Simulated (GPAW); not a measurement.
Runs of GPAW 26.7.0 on InAs. Symmetry: F-43m, No. 216, cubic system. The conventional cell has a = 6.036 Å, b = 6.036 Å, c = 6.036 Å, α = 90.00°, β = 90.00°, γ = 90.00°. In (site symmetry -43m) is surrounded by 4 As at 2.61 Å. Around As (site symmetry -43m) lie 4 In at 2.61 Å. 

```csv
task,level,potentials or basis,spin,k mesh,maxiter,band path,band points,data set,spin axis theta (degrees),other keys,pressure (GPa)
band structure,LDA,"JTH PAW 2.0, LDA, pw",off,6 × 6 × 6,150,"GXWKGLUWLK,UX",80,"As jth, In jth",-,-,(a)
band structure,PBEsol,"PAW data sets generated in the run's folder for this functional, pw",off,8 × 8 × 8,150,"GXWKGLUWLK,UX",100,-,-,-,1.3
single point,PBE,"GPAW PAW data sets (gpaw-data 1.2.1), pw",off,12 × 12 × 12,80,-,-,-,-,"several, not listed",4.0
band structure,PBEsol,"PAW data sets generated in the run's folder for this functional, pw","SOC, no magnetisation",8 × 8 × 8,150,"GXWKGLUWLK,UX",100,-,0,-,1.3
```

Alike in all rows: cell as given; cutoff (eV) 600; smearing fermi-dirac 0.05 eV.

Fill in the values left out.

(a) -0.3.

Caveats: the program truncates these outside data sets (some runs); spin-orbit coupling was added after a scalar SCF, so levels and gaps hold it while energy, forces, pressure and moments don't (some runs).

The runs don't all hold the same shells in valence.
